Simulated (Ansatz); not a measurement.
# InP: what a guessed cell relaxes into, part 2 of 2

Where does this trial cell of InP go when cell and atoms are let free?

Ansatz 0.2.0; DFT PBE, scalar-relativistic, plane waves, PAW. The steps go on from the part before.

## 4. Final relaxation

The end of the coarse run is made exact in the group found at a tolerance of 0.06 Å and reduced to its primitive cell.

File input.yaml:

```yaml
crystal:
  lattice:
    - [7.2669931781, 0.0, 0.0]
    - [0.0, 7.2669931781, 0.0]
    - [0.0, 0.0, 4.2255198833]
  atoms:
    - { symbol: In, position: [0.6780626512, 0.6780626512, 0.0] }
    - { symbol: In, position: [0.1780626512, 0.8219373488, 0.5] }
    - { symbol: In, position: [0.8219373488, 0.1780626512, 0.5] }
    - { symbol: In, position: [0.3219373488, 0.3219373488, 0.0] }
    - { symbol: P, position: [0.8190460331, 0.8190460331, 0.5] }
    - { symbol: P, position: [0.1809539669, 0.1809539669, 0.5] }
    - { symbol: P, position: [0.6809539669, 0.3190460331, 0.0] }
    - { symbol: P, position: [0.3190460331, 0.6809539669, 0.0] }
basis:
  ecutwfc: 420
kpoints:
  mp_grid: { grid: [6, 6, 8] }
hamiltonian:
  xc: pbe
scf:
  occupations: { method: gaussian, width: 0.02 }
output:
  forces: true
  stress: true
  eigenvalues: true
  write_density: true
  write_potential: true
  elf: true
  volumetric_format: npy
relax:
  adjacent_minimum: "off"
  f_tol: 0.01
  max_steps: 80
  cell: { stress_tol: 0.05 }
```

Launch:

```sh
$ ansatz run input.yaml --threads 1 --pin off --max-ram 2560MiB --backend cpu --events-out ev --progress --plain --runs-dir out
```

Output:

```text
Warning: RAYON_NUM_THREADS=1 ignored (pool sized by the plan → 1); use --threads N
Engine: ansatz 0.2.0, aarch64-unknown-linux-gnu
Pseudopotentials: kind: paw
Pseudopotential: In, paw, valence charge 13, recommended cutoff 420 eV (normal), In.paw.azcp
Pseudopotential: P, paw, valence charge 5, recommended cutoff 420 eV (normal), P.paw.azcp
Functional definition: PBE
  parameter kappa = 0.804
  parameter beta = 0.06672455060314922
  exchange = pbe_x(kappa = kappa, mu = beta*pi^2/3)
  correlation = pbe_c(beta = beta)
Crystal: 8 atoms, lattice volume = 223.146 Å³
Basis set: ecut = 420 eV, 4311 PW (Γ), exchange–correlation on 100×100×60 points (8 copies of the dense FFT grid, shifted against one another)
Bands: 44, of which v1, the nominal top of the filled ones, is band 36 counted from 1 (35 counted from 0)
Symmetry: 16 space group operations
Space group: P42/mnm (ITA 136), of the structure as read, at distance tolerance 6.1e-5 Å
k-points: 50 of 288
Non-local potential: In, projectors of the file, l = 0: 2, l = 1: 2, l = 2: 2, l = 3: 2
Non-local potential: P, projectors of the file, l = 0: 2, l = 1: 2, l = 2: 2
PAW form: soft (Blöchl's): semilocal exchange-correlation on the pseudo side does not see the compensation charge
PAW one-centre angular grid: In, 590 points (default); XC on 64 Gauss nodes
PAW one-centre angular grid: P, 110 points (default); XC on 64 Gauss nodes
Initial density: superposition of atomic densities (neutral atoms: chi_scale 0, normalization atom), corrected by the library's trained network
Initial wavefunctions: pseudopotential atomic-orbital guess
Functional: x = pbe(κ = 0.804, μ = 0.2195149727645171), c = pbe(β = 0.06672455060314922)
SCF iter   1: F=—  HF=-25415.569962 eV  |F-HF|=—  |Δ(HF+E_count)|=         —  Δρ=1.56e-3  dr2=1.06e-2  ethr=1.77e-3  ⟨swp⟩=9.3  Hψ=10747  notcnv=0
preconditioner: auto → Resta (q_TF=auto, 2.260 Å⁻¹)  ε∞=3.6  [insulator: Δε(μ)=0.549 eV  Ē_g=13.045 eV  σ=0.020 eV  W_gap=1.00  n_scr=38 (ndim 8)  ℏωp=21.1 eV  f_vac=0.072  D(μ)=0.00/eV (n_scr^D=0)  ε∞_Penn≈3.6]
SCF iter   2: F=—  HF=-25415.565378 eV  |F-HF|=—  |Δ(HF+E_count)|=   4.58e-3  Δρ=7.02e-4  dr2=1.75e-3  ethr=1.48e-5  ⟨swp⟩=2.8  Hψ=5035  notcnv=0  defer=150
SCF iter   3: F=—  HF=-25415.565438 eV  |F-HF|=—  |Δ(HF+E_count)|=   6.02e-5  Δρ=1.95e-4  dr2=1.41e-4  ethr=2.43e-6  ⟨swp⟩=2.0  Hψ=2818  notcnv=0  defer=150
SCF iter   4: F=—  HF=-25415.565530 eV  |F-HF|=—  |Δ(HF+E_count)|=   9.19e-5  Δρ=6.84e-5  dr2=2.33e-5  ethr=1.96e-7  ⟨swp⟩=2.1  Hψ=2825  notcnv=0  defer=150
SCF iter   5: F=—  HF=-25415.565365 eV  |F-HF|=—  |Δ(HF+E_count)|=   1.65e-4  Δρ=1.74e-5  dr2=1.20e-6  ethr=3.23e-8  ⟨swp⟩=2.0  Hψ=2853  notcnv=0  defer=150
SCF iter   6: F=-25415.565367 eV  HF=-25415.565367 eV  |F-HF|=1.62e-7  |Δ(HF+E_count)|=   2.24e-6  Δρ=4.52e-6  dr2=5.19e-8  ethr=1.39e-10  ⟨swp⟩=16.0  Hψ=18278  notcnv=0
SCF 1 converged in 6 iterations: F = -25415.565367 eV  dr2 = 5.19e-8
relax step   1: F+E_penalty+E_count = -25415.56536719 eV  Δ(F+E_penalty+E_count) = +0.000e0 eV  max|allowed force component| = 6.027e-3 eV/Å  Δτ_max = 0.0000 Å  P = -0.005 GPa  Ω = 223.146 Å³  (6 SCF iters, dr2 threshold 1.00e-7 eV, accepted)
Crystal: 8 atoms, lattice volume = 223.228 Å³
Basis set: ecut = 420 eV, 4327 PW (Γ), exchange–correlation on 100×100×60 points (8 copies of the dense FFT grid, shifted against one another)
Initial density: handed on by an earlier stage of this run
Initial wavefunctions: those handed on with the density
iter 1 solved again at ethr=5.40e-7 eV; its pass at ethr=3.10e-3 eV (dr2=3.89e-4 eV) is discarded
SCF iter   1: F=—  HF=-25415.565892 eV  |F-HF|=—  |Δ(HF+E_count)|=         —  Δρ=4.09e-4  dr2=3.16e-4  ethr=5.40e-7  ⟨swp⟩=3.1  Hψ=11718  notcnv=0
preconditioner: auto → Resta (q_TF=auto, 2.259 Å⁻¹)  ε∞=3.6  [insulator: Δε(μ)=0.577 eV  Ē_g=13.028 eV  σ=0.020 eV  W_gap=1.00  n_scr=38 (ndim 8)  ℏωp=21.1 eV  f_vac=0.071  D(μ)=0.00/eV (n_scr^D=0)  ε∞_Penn≈3.6]
SCF iter   2: F=—  HF=-25415.565852 eV  |F-HF|=—  |Δ(HF+E_count)|=   3.99e-5  Δρ=2.25e-4  dr2=9.79e-5  ethr=4.39e-7  ⟨swp⟩=1.0  Hψ=2201  notcnv=0
SCF iter   3: F=—  HF=-25415.565807 eV  |F-HF|=—  |Δ(HF+E_count)|=   4.49e-5  Δρ=2.23e-5  dr2=1.75e-6  ethr=1.36e-7  ⟨swp⟩=2.4  Hψ=2908  notcnv=0
SCF iter   4: F=—  HF=-25415.565647 eV  |F-HF|=—  |Δ(HF+E_count)|=   1.60e-4  Δρ=8.81e-6  dr2=3.00e-7  ethr=2.43e-9  ⟨swp⟩=2.0  Hψ=4042  notcnv=0
SCF iter   5: F=-25415.565647 eV  HF=-25415.565647 eV  |F-HF|=2.01e-8  |Δ(HF+E_count)|=   1.09e-7  Δρ=3.28e-6  dr2=3.01e-8  ethr=6.08e-11  ⟨swp⟩=9.8  Hψ=17013  notcnv=0
SCF 2 converged in 5 iterations: F = -25415.565647 eV  dr2 = 3.01e-8
relax step   2: F+E_penalty+E_count = -25415.56564737 eV  Δ(F+E_penalty+E_count) = -2.802e-4 eV  max|allowed force component| = 1.019e-2 eV/Å  Δτ_max = 0.0084 Å  P = +0.008 GPa  Ω = 223.228 Å³  energy of the carried Pulay correction = -1.473e-5 eV  (5 SCF iters, dr2 threshold 4.38e-8 eV, accepted)
Crystal: 8 atoms, lattice volume = 223.237 Å³
iter 1 solved again at ethr=1.24e-7 eV; its pass at ethr=3.10e-3 eV (dr2=8.95e-5 eV) is discarded
SCF iter   1: F=—  HF=-25415.565935 eV  |F-HF|=—  |Δ(HF+E_count)|=         —  Δρ=2.32e-4  dr2=8.47e-5  ethr=1.24e-7  ⟨swp⟩=3.1  Hψ=11371  notcnv=0
preconditioner: auto → Resta (q_TF=auto, 2.259 Å⁻¹)  ε∞=3.6  [insulator: Δε(μ)=0.576 eV  Ē_g=13.028 eV  σ=0.020 eV  W_gap=1.00  n_scr=38 (ndim 8)  ℏωp=21.1 eV  f_vac=0.071  D(μ)=0.00/eV (n_scr^D=0)  ε∞_Penn≈3.6]
SCF iter   2: F=—  HF=-25415.565895 eV  |F-HF|=—  |Δ(HF+E_count)|=   3.95e-5  Δρ=1.24e-4  dr2=2.45e-5  ethr=1.18e-7  ⟨swp⟩=1.0  Hψ=2201  notcnv=0
SCF iter   3: F=—  HF=-25415.565895 eV  |F-HF|=—  |Δ(HF+E_count)|=   9.58e-8  Δρ=1.23e-5  dr2=3.75e-7  ethr=3.40e-8  ⟨swp⟩=2.3  Hψ=2987  notcnv=0
SCF iter   4: F=—  HF=-25415.565734 eV  |F-HF|=—  |Δ(HF+E_count)|=   1.61e-4  Δρ=3.73e-6  dr2=7.52e-8  ethr=5.21e-10  ⟨swp⟩=2.0  Hψ=4172  notcnv=0
SCF iter   5: F=—  HF=-25415.565734 eV  |F-HF|=—  |Δ(HF+E_count)|=   1.34e-8  Δρ=1.61e-6  dr2=1.00e-8  ethr=1.04e-10  ⟨swp⟩=2.0  Hψ=2808  notcnv=0
SCF iter   6: F=-25415.565734 eV  HF=-25415.565734 eV  |F-HF|=8.19e-10  |Δ(HF+E_count)|=   8.02e-9  Δρ=4.26e-7  dr2=5.83e-10  ethr=9.01e-12  ⟨swp⟩=8.9  Hψ=13243  notcnv=0
SCF 3 converged in 6 iterations: F = -25415.565734 eV  dr2 = 5.83e-10
relax step   3: F+E_penalty+E_count = -25415.56573442 eV  Δ(F+E_penalty+E_count) = -8.705e-5 eV  max|allowed force component| = 3.760e-3 eV/Å  Δτ_max = 0.0044 Å  P = -0.003 GPa  Ω = 223.237 Å³  energy of the carried Pulay correction = -1.683e-5 eV  (6 SCF iters, dr2 threshold 6.49e-9 eV, accepted)
Initial wavefunctions: pseudopotential atomic-orbital guess (no wavefunctions were taken with the density)
iter 1 solved again at ethr=1.31e-7 eV; its pass at ethr=3.10e-3 eV (dr2=9.45e-5 eV) is discarded
SCF iter   1: F=—  HF=-25415.565923 eV  |F-HF|=—  |Δ(HF+E_count)|=         —  Δρ=3.58e-6  dr2=4.66e-9  ethr=1.31e-7  ⟨swp⟩=4.0  Hψ=17685  notcnv=0
eigensolver tolerance schedule: the retry pair's looser diagonalisation over-reported the residual by 20266.38 of it (diagonalisation noise at 6.05 of the residual, at the tolerance the schedule requests for it); recorded, not acted on — ethr = c·dr2/N_el stays at c = 1.0e-1
SCF iter   2: F=—  HF=-25415.565735 eV  |F-HF|=—  |Δ(HF+E_count)|=   1.88e-4  Δρ=1.86e-6  dr2=1.43e-9  ethr=6.48e-12  ⟨swp⟩=4.1  Hψ=6119  notcnv=0
SCF iter   3: F=—  HF=-25415.565735 eV  |F-HF|=—  |Δ(HF+E_count)|=   2.94e-8  Δρ=3.49e-7  dr2=1.36e-10  ethr=1.98e-12  ⟨swp⟩=2.3  Hψ=3852  notcnv=0
SCF iter   4: F=-25415.565735 eV  HF=-25415.565735 eV  |F-HF|=3.64e-11  |Δ(HF+E_count)|=  6.37e-10  Δρ=9.30e-8  dr2=2.91e-11  ethr=1.00e-12  ⟨swp⟩=8.9  Hψ=11710  notcnv=0
SCF 4 converged in 4 iterations: F = -25415.565735 eV  dr2 = 2.91e-11
relax step   4: F+E_penalty+E_count = -25415.56573476 eV  Δ(F+E_penalty+E_count) = -3.416e-7 eV  max|allowed force component| = 3.773e-3 eV/Å  Δτ_max = 0.0000 Å  P = -0.003 GPa  Ω = 223.237 Å³  stress off target by 2.44e-2 GPa  SCF on the basis re-selected at this cell (its energy is not comparable with the rows above)  (4 SCF iters)
basis re-selected at this cell: Δ(F+E_penalty+E_count) = -3.416e-7 eV, ΔP = +0.000 GPa vs the last step (what re-selecting the basis moved, of the pressure what is left beyond the Pulay correction that the steps carried, after the strain that the cell walked since its last selection, with what the two solves' SCF thresholds leave and, on support functions, any second-order correction that the steps lacked; it is no measure of the basis error at this ecutwfc). This SCF's stress stands 2.44e-2 GPa from its target on what of the cell is left free (relax.cell.stress_tol is 5.00e-2 GPa) and its largest allowed force component is 3.77e-3 eV/Å (relax.f_tol is 1.00e-2 eV/Å): within both
SCF converged after 4 iterations
Free energy (F): -25415.565735 eV
Harris-Foulkes:  -25415.565735 eV  (|F-HF|=3.64e-11)
Internal energy: -25415.565735 eV  (E = F + TS)
E sigma→0 (E₀):  -25415.565735 eV
Fermi energy:    6.050074 eV
--- Per-component energies (eV) ---
  E_band       = -285.332709
  E_kinetic    = 1248.324266
  E_local      = -6013.902220  (includes V_loc(G=0)·N_el)
  E_nonlocal   = 1605.327381
  E_hartree    = 2379.672211
  E_xc         = -1103.659290
  E_vxc        = -635.714771  (∫ρ·V_xc dr)
  E_paw        = -18900.366600  (= ΣΔE_a)
  E_vpaw       = -1248.711989  (= ΣTr[D̂ρ^β])
  E_aug_tail   = 0.000114  (compensation charges beyond the density's cutoff)
  E_ewald      = -4630.961597
  E_smearing   = -0.000000  (= −TS)
  E_closure    = 0.000000  (closes the sum)
  Σ components = -25415.565735   (vs F -25415.565735, Δ=0.00e0)
--- Forces (eV/Å), atoms counted from 1 ---
  atom   1  In     0.00045908     0.00045908     0.00000000
  atom   2  In     0.00045908    -0.00045908    -0.00000000
  atom   3  In    -0.00045908     0.00045908     0.00000000
  atom   4  In    -0.00045908    -0.00045908    -0.00000000
  atom   5  P      0.00377294     0.00377294    -0.00000000
  atom   6  P     -0.00377294    -0.00377294     0.00000000
  atom   7  P     -0.00377294     0.00377294    -0.00000000
  atom   8  P      0.00377294    -0.00377294     0.00000000
  max |Σ_I F_I| component: 3.47e-18 eV/Å
--- Stress (GPa, compression-positive) ---
       -0.016929      -0.000000       0.000000
       -0.000000      -0.016929       0.000000
        0.000000       0.000000       0.024358
  P = ⅓ Tr σ = -0.0032 GPa (-0.032 kbar)
--- Band table (eV; the first three rows and the last of 50) ---
  k-point 0: bands = ["-8.4208", "-8.4052", "-8.4052", "-8.3119", "-8.2970", "-8.2857", "-8.2857", "-8.2662", "-8.2596", "-8.2596", "-8.2489", "-8.2430", "-8.2268", "-8.2099", "-8.1839", "-8.1645", "-8.1645", "-8.1493", "-8.1459", "-8.1459", "-5.2900", "-3.7722", "-3.7722", "-3.4766", "-0.2421", "1.4184", "1.4184", "2.3250", "3.4972", "3.6911", "4.8560", "4.8560", "5.5649", "5.7061", "5.7619", "5.7619", "6.3378", "7.4430", "7.5772", "7.5772", "9.3234", "9.9833", "9.9833", "10.3389"]
  k-point 1: bands = ["-8.4161", "-8.4096", "-8.4096", "-8.3241", "-8.2888", "-8.2787", "-8.2787", "-8.2637", "-8.2576", "-8.2576", "-8.2527", "-8.2391", "-8.2244", "-8.2118", "-8.1853", "-8.1698", "-8.1698", "-8.1534", "-8.1426", "-8.1426", "-5.1871", "-3.6883", "-3.6883", "-3.4566", "-0.1506", "1.3896", "1.3896", "2.4372", "3.1488", "3.4014", "4.3428", "4.3428", "4.5995", "5.4556", "5.6446", "5.6446", "7.3063", "8.0533", "8.0533", "8.2099", "8.7491", "10.3780", "10.3780", "10.5666"]
  k-point 2: bands = ["-8.4218", "-8.4218", "-8.4088", "-8.3518", "-8.2713", "-8.2640", "-8.2640", "-8.2567", "-8.2543", "-8.2500", "-8.2500", "-8.2294", "-8.2212", "-8.2170", "-8.1880", "-8.1793", "-8.1793", "-8.1639", "-8.1366", "-8.1366", "-4.8925", "-3.4619", "-3.4619", "-3.4526", "0.1201", "1.1931", "1.1931", "2.3181", "2.7641", "3.0622", "3.2981", "3.7267", "3.7267", "5.1157", "5.2767", "5.2767", "7.9967", "8.4864", "8.6407", "8.6407", "9.3361", "10.7200", "10.9675", "10.9675"]
  k-point 49: bands = ["-8.4465", "-8.4465", "-8.3998", "-8.3998", "-8.2493", "-8.2493", "-8.2447", "-8.2447", "-8.2372", "-8.2372", "-8.2269", "-8.2269", "-8.2227", "-8.2227", "-8.1903", "-8.1903", "-8.1710", "-8.1710", "-8.1328", "-8.1328", "-3.8847", "-3.8847", "-3.1236", "-3.1236", "0.3536", "0.3536", "0.4054", "0.4054", "3.4301", "3.4301", "4.3693", "4.3693", "4.4783", "4.4783", "4.4864", "4.4864", "7.0773", "7.0773", "8.3238", "8.3238", "8.4375", "8.4375", "9.7689", "9.7689"]
--- Relaxed structure (3 steps of the walk, 3 accepted, 1 SCFs on fresh bases) ---
  F+E_penalty+E_count = -25415.56573476 eV   max|allowed force component| = 3.773e-3 eV/Å   (the final SCF, on the basis selected at the relaxed cell)
  cell:  # Å, volume = 223.2369 Å³
    - [7.2775649437014085, 1.8459588133744744e-33, -1.8459588133744744e-33]
    - [1.8459588133744744e-33, 7.2775649437014085, -3.7496038396669015e-34]
    - [-1.1069075905541064e-33, -2.180272526848998e-34, 4.214963716354537]
  atoms:
    - { symbol: In, position: [0.678038680231911, 0.678038680231911, -3.347173464972108e-35] }
    - { symbol: In, position: [0.178038680231911, 0.8219613197680891, 0.5] }
    - { symbol: In, position: [0.8219613197680891, 0.178038680231911, 0.5] }
    - { symbol: In, position: [0.3219613197680891, 0.3219613197680891, 6.623130473242665e-35] }
    - { symbol: P, position: [0.8194384603630267, 0.8194384603630267, 0.5] }
    - { symbol: P, position: [0.18056153963697333, 0.18056153963697333, 0.5] }
    - { symbol: P, position: [0.6805615396369735, 0.31943846036302675, 2.4925759845536864e-35] }
    - { symbol: P, position: [0.31943846036302675, 0.6805615396369735, 2.13649370104599e-36] }
```

Run time: 2.4 min. Hardware: 1 thread of Arm Neoverse V1, shared host; peak memory 0.66 GiB.

Relaxation path:

```csv
step,energy from step 1 (eV/cell),largest force component (eV/Å),pressure (GPa),volume (Å³)
1,0.0000,0.0060,0.00,223.15
2,-0.0003,0.0102,0.01,223.23
3,-0.0004,0.0038,0.00,223.24
4,-0.0004,0.0038,0.00,223.24
```

Step 1 is the start. Step 4 repeats the geometry before it on a plane-wave basis chosen anew for that cell, so its energy need not be comparable with the rows above.

|  | before | after | change |
| --- | --- | --- | --- |
| a (Å) | 7.267 | 7.278 | +0.1 % |
| b (Å) | 7.267 | 7.278 | +0.1 % |
| c (Å) | 4.226 | 4.215 | -0.2 % |
| volume (Å³/atom) | 27.89 | 27.90 | 0.0 % |
| shortest distance (Å) | 2.562 | 2.561 | 0.0 % |
| space group (0.01 Å) | P4_2/mnm | P4_2/mnm | same |

The run keeps the 16 symmetry operations of the start, so it could not have lowered the symmetry.

Density in a lattice plane of the grid's cell (edges 7.28 and 7.28 Å, at 0.000 of the third edge), which holds In and P.

Values in e/Å³, 12 rows by 12 columns:
```
 0.01  0.02  0.03  0.05  0.05  0.03  0.02  0.03  0.04  0.04  0.03  0.02
 0.02  0.03  0.11  0.24  0.28  0.17  0.10  0.14  0.28  0.20  0.08  0.03
 0.02  0.05  0.24  0.64  0.53  0.59  0.30  0.98  4.39  1.76  0.20  0.04
 0.02  0.05  0.28  0.53  0.11  0.73  0.41  2.26 11.61  4.39  0.28  0.04
 0.01  0.03  0.17  0.59  0.73  0.46  0.22  0.59  2.26  0.98  0.14  0.03
 0.01  0.02  0.10  0.30  0.41  0.22  0.12  0.22  0.41  0.30  0.10  0.02
 0.01  0.03  0.14  0.98  2.26  0.59  0.22  0.46  0.73  0.59  0.17  0.03
 0.02  0.04  0.28  4.39 11.61  2.26  0.41  0.73  0.11  0.53  0.28  0.05
 0.02  0.04  0.20  1.76  4.39  0.98  0.30  0.59  0.53  0.64  0.24  0.05
 0.02  0.03  0.08  0.20  0.28  0.14  0.10  0.17  0.28  0.24  0.11  0.03
 0.01  0.02  0.03  0.04  0.04  0.03  0.02  0.03  0.05  0.05  0.03  0.02
 0.01  0.01  0.02  0.02  0.02  0.01  0.01  0.01  0.02  0.02  0.02  0.01
```
Columns run along the first of these edges and rows up along the second, over one cell in 12 and 12 even steps from the bottom left corner. Atoms in the plane (fractional): In at (0.68, 0.68), In at (0.32, 0.32), P at (0.68, 0.32), P at (0.32, 0.68).

ELF in the same plane.

Ten even steps from '0' (0.00) to '9' (0.89):
```
000000000000000000000000
000012233332111111110000
000135677665322222221000
001367888888522332222100
001478843799622211222100
002578400399622000132210
002578400399522000132210
002578987887422211222200
001468999974222222222100
000245665542124556654200
000122222222247999986410
000222211222478878987520
001223100022599300487520
001223100022699300487520
000122211222699734887410
000122223322588888876310
000012222222356677653100
000001111111123333221000
000000000000000000000000
000000000000000000000000
```
Columns run along the first of these edges and rows up along the second, over one cell in 24 and 20 even steps from the bottom left corner. Atoms in the plane (fractional): In at (0.68, 0.68), In at (0.32, 0.32), P at (0.68, 0.32), P at (0.32, 0.68).

Both are smooth fields of the valence electrons: close to the nuclei they are not physical.

The highest ELF values outside the cores: 0.90 in the shell around P, 0.7 Å from P; 0.90 on the P–In line, 0.8 Å from P.

## 5. Variant: lower_state_search off

File input.yaml:

```yaml
crystal:
  lattice:
    - [7.2775649437, 0.0, 0.0]
    - [0.0, 7.2775649437, 0.0]
    - [0.0, 0.0, 4.2149637164]
  atoms:
    - { symbol: In, position: [0.6780386802, 0.6780386802, 0.0] }
    - { symbol: In, position: [0.1780386802, 0.8219613198, 0.5] }
    - { symbol: In, position: [0.8219613198, 0.1780386802, 0.5] }
    - { symbol: In, position: [0.3219613198, 0.3219613198, 0.0] }
    - { symbol: P, position: [0.8194384604, 0.8194384604, 0.5] }
    - { symbol: P, position: [0.1805615396, 0.1805615396, 0.5] }
    - { symbol: P, position: [0.6805615396, 0.3194384604, 0.0] }
    - { symbol: P, position: [0.3194384604, 0.6805615396, 0.0] }
basis:
  ecutwfc: 420
kpoints:
  mp_grid: { grid: [6, 6, 8] }
hamiltonian:
  xc: pbe
scf:
  occupations: { method: gaussian, width: 0.02 }
  lower_state_search: "off"
output:
  forces: true
  eigenvalues: true
  stress: true
```

Launch:

```sh
$ ansatz run input.yaml --threads 1 --pin off --max-ram 2560MiB --backend cpu --events-out ev --progress --plain --runs-dir out
```

Output, cut to the lines that bear on the results:

```text
Warning: RAYON_NUM_THREADS=1 ignored (pool sized by the plan → 1); use --threads N
[...]
[... 4 set-up lines as earlier in the session ...]
[...]
Crystal: 8 atoms, lattice volume = 223.237 Å³
Basis set: ecut = 420 eV, 4311 PW (Γ), exchange–correlation on 100×100×60 points (8 copies of the dense FFT grid, shifted against one another)
Bands: 44, of which v1, the nominal top of the filled ones, is band 36 counted from 1 (35 counted from 0)
[... 2 set-up lines as earlier in the session ...]
k-points: 50 of 288
[...]
SCF iter   1: F=—  HF=-25415.570730 eV  |F-HF|=—  |Δ(HF+E_count)|=         —  Δρ=1.56e-3  dr2=1.06e-2  ethr=1.77e-3  ⟨swp⟩=9.2  Hψ=10630  notcnv=0  defer=3
[...]
SCF iter   6: F=-25415.565735 eV  HF=-25415.565735 eV  |F-HF|=1.58e-7  |Δ(HF+E_count)|=   2.20e-6  Δρ=4.52e-6  dr2=5.18e-8  ethr=1.39e-10  ⟨swp⟩=9.7  Hψ=11247  notcnv=0
[...]
SCF converged after 6 iterations
Free energy (F): -25415.565735 eV
[...]
E sigma→0 (E₀):  -25415.565735 eV
Fermi energy:    6.050089 eV
[...]
--- Forces (eV/Å), atoms counted from 1 ---
  atom   1  In     0.00045792     0.00045792     0.00000000
  atom   2  In     0.00045792    -0.00045792     0.00000000
  atom   3  In    -0.00045792     0.00045792     0.00000000
  atom   4  In    -0.00045792    -0.00045792     0.00000000
  atom   5  P      0.00377830     0.00377830     0.00000000
  atom   6  P     -0.00377830    -0.00377830     0.00000000
  atom   7  P     -0.00377830     0.00377830     0.00000000
  atom   8  P      0.00377830    -0.00377830     0.00000000
[...]
--- Stress (GPa, compression-positive) ---
       -0.016907       0.000000       0.000000
        0.000000      -0.016907       0.000000
        0.000000       0.000000       0.024188
  P = ⅓ Tr σ = -0.0032 GPa (-0.032 kbar)
--- Band table (eV; the first three rows and the last of 50) ---
[...]
```

Wall time 33 s (1 thread of Arm Neoverse V1, shared host); peak memory 0.62 GiB.

| run | ending | energy change | pressure (GPa) | gap (eV) | force (eV/Å) | cycles | time |
| --- | --- | --- | --- | --- | --- | --- | --- |
| step 4 | converged | 0 | 0.0 | 0.58 | 0.01 | - | 2.4 min |
| variant | converged | 0.0 meV/atom | 0.0 | 0.58 | 0.01 | 6 | 33 s |

The changed input (search for lower states) leaves the energy the same to the digits printed.

## 6. What came out

What follows sums up all 2 parts. Changes of volume or cell count from the first structure of part 1.

| quantity | value |
| --- | --- |
| symmetry at the end (tolerance 0.02 Å) | space group P4_2/mnm (No. 136) |
| conventional cell | a = 7.278 Å, b = 7.278 Å, c = 4.215 Å, α = 90.00°, β = 90.00°, γ = 90.00° |
| volume | 27.90 Å³/atom |
| energy over the elements, black P | -0.19 eV/atom |
| gap on the mesh | 0.58 eV |

In words: The space group P4_2/mnm (No. 136) is kept, and the volume per atom grows by 16.3 % from the first guess. It lies below the elements, which doesn't yet make it stable: competing phases were not computed in this session. No finished test with a distortion of lower symmetry is shown, so the end may be a saddle point.
